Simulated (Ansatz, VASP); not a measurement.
BeS in VASP and in Ansatz

Contents of INCAR:

```
ALGO = Normal
EDIFF = 1E-6
EDIFFG = -0.001
ENCUT = 600
GGA = PE
IBRION = 2
ISIF = 3
ISMEAR = 0
LASPH = True
LCHARG = False
LREAL = False
LWAVE = False
NELM = 60
NSW = 80
PREC = Accurate
SIGMA = 0.01
```

KPOINTS

```
k-points
0
Gamma
  8 8 8
```

File POSCAR:

```
BeS
1.0
    0.0000000000      2.4379189249      2.4379189249
    2.4379189249      0.0000000000      2.4379189249
    2.4379189249      2.4379189249      0.0000000000
Be S
1 1
Direct
    0.0000000000      0.0000000000      0.0000000000
    0.2500000000      0.2500000000      0.2500000000
```

Input for Ansatz:

```yaml
crystal:
  lattice:
    - [0.0, 2.4379189249, 2.4379189249]
    - [2.4379189249, 0.0, 2.4379189249]
    - [2.4379189249, 2.4379189249, 0.0]
  atoms:
    - { symbol: Be, position: [0.0, 0.0, 0.0] }
    - { symbol: S, position: [0.25, 0.25, 0.25] }
basis:
  ecutwfc: 420
kpoints:
  mp_grid: { grid: [8, 8, 8] }
hamiltonian:
  xc: pbe
scf:
  occupations: { method: fixed }
output:
  forces: true
  stress: true
  eigenvalues: true
relax:
  adjacent_minimum: "off"
  f_tol: 0.001
  max_steps: 60
  cell: { stress_tol: 0.01 }
```

Alike in both runs: task relaxation of cell and atoms; functional PBE; k mesh 8 × 8 × 8; no spin polarisation.

|  | VASP | Ansatz |
| --- | --- | --- |
| version | VASP 6.6.1 | Ansatz 0.2.0 |
| potentials or method | VASP PAW PBE potentials, release 64 (Be, S) | scalar-relativistic, plane waves, PAW |
| plane-wave cutoff (eV) | 600 | 420 |
| occupations | gaussian, width 0.01 eV | fixed |
| valence electrons in the cell | 8 | 8 |

```csv
,VASP,Ansatz,Ansatz less VASP
"gap on the k mesh at the Fermi level, each at its own relaxed structure (eV)",3.15,3.15,-0.002
relaxed volume (Å³/atom),14.50,14.49,-0.005
relaxed cell length with the largest relative difference (Å),3.448,3.448,-0.0004
```

A k mesh can miss the band edges.
